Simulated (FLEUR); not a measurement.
Crystal: KTaO3.

```
CELL_PARAMETERS angstrom
3.98830 0.00000 0.00000
0.00000 3.98830 0.00000
0.00000 0.00000 3.98830
ATOMIC_POSITIONS crystal
Ta 0.00000 0.00000 0.00000
K 0.50000 0.50000 0.50000
O 0.00000 0.00000 0.50000
O 0.00000 0.50000 0.00000
O 0.50000 0.00000 0.00000
```

Base run:

| Quantity | Value |
| --- | --- |
| Program | FLEUR MaX-R8.1 (later development tree) |
| Functional | SCAN |
| Potentials or basis | all-electron |
| Basis | FLAPW |
| Kmax | 5.41 1/bohr |
| k mesh | 7 × 7 × 7 |
| Occupations | fermi-dirac, width 0.05 eV |
| Spin | no spin polarisation |

Its results: band gap on the k mesh 2.63 eV, indirect (least direct gap 3.24 eV).

**Question.** The run is repeated on the same cell with these changes: functional from SCAN to PBEsol. What comes out?

**Answer.** Band gap on the k mesh 2.20 eV, indirect (least direct gap 2.74 eV).

SCAN gives the wider gap, since meta-GGAs in the generalised Kohn-Sham scheme recover part of the derivative discontinuity.

Caveats: spin-orbit coupling is left out, which moves the levels of the heavy elements; the meta-GGA is that of a development version, with a GGA for the radial functions and cores and without core tails (some runs).

A k mesh can miss the band edges.

Not every run made on this cell is shown here.
